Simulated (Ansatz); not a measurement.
**Generalised stacking fault in Sn**

The calculation used DFT PBE+D3(BJ), scalar-relativistic, plane waves, PAW (Ansatz). Settings: plane waves to 420 eV, k-mesh 20×20×6 (Γ-centred), Gaussian smearing 0.15 eV. No spin polarisation. Energies are free energies at this smearing, counted from the undisturbed cell; pressure is positive in compression.

The starting cell (relaxed at this level; this form isn't the usual structure):

```
Sn
1.0
    -1.75441    1.75461   -2.16749
    -1.75441   -1.75461    2.16749
     0.00000    7.01845    8.66996
Sn
4
Direct
  0.00000 0.00000 0.87500
  0.50000 0.50000 0.12500
  0.00000 0.00000 0.37500
  0.50000 0.50000 0.62500
```

The cut lies on the cell's a–b face, a (0 1 1) plane (indices in the standard cell, whose axes needn't be the Cartesian ones shown) of area 9.78 Å², between layers 2.73 Å apart. Vector c is tilted by f times 1·a + 0·b (length 3.295 Å) with the atoms' Cartesian places fixed: one unrelaxed fault a cell. The cell is metallic on the mesh throughout.

| f | γ (mJ/m²) | shear traction, the slope of γ along the slip (GPa) |
| --- | --- | --- |
| 0.0000 | 0 | 0.0 |
| 0.2000 | 39 | 1.1 |
| 0.4000 | ? | ? |
| 0.6000 | 98 | -0.8 |

(1) Give the withheld values.

Answers

(1) γ (mJ/m²) at f = 0.4000: 107; shear traction, the slope of γ along the slip (GPa) at f = 0.4000: 0.6.

Cost: 4 runs of about 14 core-minutes in all, on Arm Neoverse V2 (shared hosts).